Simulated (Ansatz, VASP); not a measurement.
Sb in VASP and in Ansatz

INCAR

```
SYSTEM = Sb
PREC = Accurate ; ENCUT = 520
EDIFF = 1E-6 ; ISMEAR = -1
SIGMA = 0.05 ; LREAL = .False.
LASPH = .True. ; NELM = 100
ALGO = Normal ; ISIF = 2
LWAVE = .False. ; LCHARG = .False.
GGA = PS ; NBANDS = 8
```

Contents of KPOINTS:

```
Automatic mesh
0
Gamma
  12 12 12
  0 0 0
```

Contents of POSCAR:

```
Sb
1.0
    0.0000000000      2.3050000000      2.3511000000
    2.3050000000      0.0000000000      2.3511000000
    2.3050000000      2.3050000000      0.0000000000
Sb
1
Direct
    0.0000000000      0.0000000000      0.0000000000
```

Input for Ansatz:

```yaml
crystal:
  lattice:
    - [0.0, 2.305, 2.3511]
    - [2.305, 0.0, 2.3511]
    - [2.305, 2.305, 0.0]
  atoms:
    - { symbol: Sb, position: [0.0, 0.0, 0.0] }
kpoints:
  mp_grid: { grid: [12, 12, 12] }
  band_path:
    path:
      - [0.0, 0.0, 0.0]
      - [0.0, 0.5, 0.5]
      - [0.25, 0.75, 0.5]
      - [0.0, 0.5, 0.0]
      - [0.0, 0.0, 0.0]
      - [0.5, 0.5, 0.0]
      - [0.3701460977, 0.6298539023, 0.0]
      - [-0.3701460977, 0.3701460977, 0.0]
      - [0.0, 0.0, 0.0]
    npoints: 5
scf:
  occupations: { method: fermi_dirac, width: 0.05 }
hamiltonian:
  xc: pbesol
  pseudopotentials: { kind: all_electron, lapw: { basis_error: 0.001 } }
output:
  forces: true
  stress: true
  eigenvalues: true
```

Change from the starting cell: zz strain of +2 %.

Alike in both runs: task single point; functional PBEsol; k mesh 12 × 12 × 12; occupations fermi-dirac, width 0.05 eV; no spin polarisation.

|  | VASP | Ansatz |
| --- | --- | --- |
| version | VASP 6.6.1 | Ansatz 0.2.0 |
| potentials or method | VASP PAW PBE potentials, release 64 (Sb) | all-electron LAPW, scalar-relativistic |
| plane-wave cutoff (eV) | 520 | see its input |

|  | VASP | Ansatz | Ansatz less VASP |
| --- | --- | --- | --- |
| pressure (GPa) | 3.6 | 3.6 | 0.00 |
| largest component of the traceless stress (GPa) | 0.47 | 0.48 | +0.013 |

Ansatz ran all-electron here, so the differences hold the error of VASP's frozen core and of both bases.

Caveats: the PAW data sets were made with another functional, which shifts forces and pressure a little (VASP). Spin-orbit coupling is left out, which matters for the levels of Sb.
